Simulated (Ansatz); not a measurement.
# CaSe: strain and displacement

```
Ca Se
1.0
     0.00000    2.97024    2.97024
     2.97024    0.00000    2.97024
     2.97024    2.97024    0.00000
Ca Se
1 1
Direct
  0.00000 0.00000 0.00000
  0.50000 0.50000 0.50000
```

Atoms are numbered in the order listed.

The cell is the one relaxed in the Materials Project (mp-1415), not relaxed further here; entries there can be hypothetical.

Computed with DFT, LDA, all-electron PAW with datasets made for the crystal, scalar-relativistic (Ansatz 0.2.0).

Numerical set-up: a Γ-centred 9×9×9 k mesh, Fermi–Dirac smearing of 0.03 eV, cutoff 220 eV (chosen by the program for this cell), no spin polarisation.

The unchanged cell is at -3.74 GPa.

Semilocal functionals give too small gaps.

x, y and z are the Cartesian axes of the cell as listed; fractional coordinates follow a strain, and an engineering shear is twice the off-diagonal strain component.

Vzz stands for the principal value of largest size of the field-gradient tensor, whatever its axis.

With z strained by -3 % at fixed volume: energy change +9 meV/atom; stress change (xx, yy, zz, yz, xz, xy) -1.03, -1.03, 2.82, 0.00, 0.00, 0.00 GPa, compression positive; Vzz in 10²¹ V/m²: Ca1 0 → -1.55 (η = 0.00), Se2 0 → -3.06 (η = 0.00); gap on the k mesh 1.95 → 1.92 eV.

With z strained by -1 % at fixed volume: energy change under 1 meV/atom; stress change (xx, yy, zz, yz, xz, xy) -0.37, -0.37, 0.82, 0.00, 0.00, 0.00 GPa, compression positive; Vzz in 10²¹ V/m²: Ca1 0 → -0.50 (η = 0.00), Se2 0 → -0.98 (η = 0.00); gap on the k mesh 1.95 → 1.94 eV.

Problem. With this change (atom 2 (Se) moved by (0.0000, 0.0000, 0.0500) Å), what becomes of the energy and stress and forces and field gradients and gap?

Solution. Energy change +2 meV/atom; stress change (xx, yy, zz, yz, xz, xy) -0.01, -0.01, 0.14, 0.00, 0.00, 0.00 GPa, compression positive; change of the force on Se2 (0.000, 0.000, -0.128) eV/Å; Vzz in 10²¹ V/m²: Ca1 0 → -0.03 (η = 0.00), Se2 0 → -0.09 (η = 0.00); gap on the k mesh 1.95 → 1.95 eV.

Problem. What force constant does this one finite step give for Se2 along its displacement (all its periodic images move with it)?

Solution. k = −ΔF·u/|u|² = 2.56 eV/Å², so the force pulls the atom back.
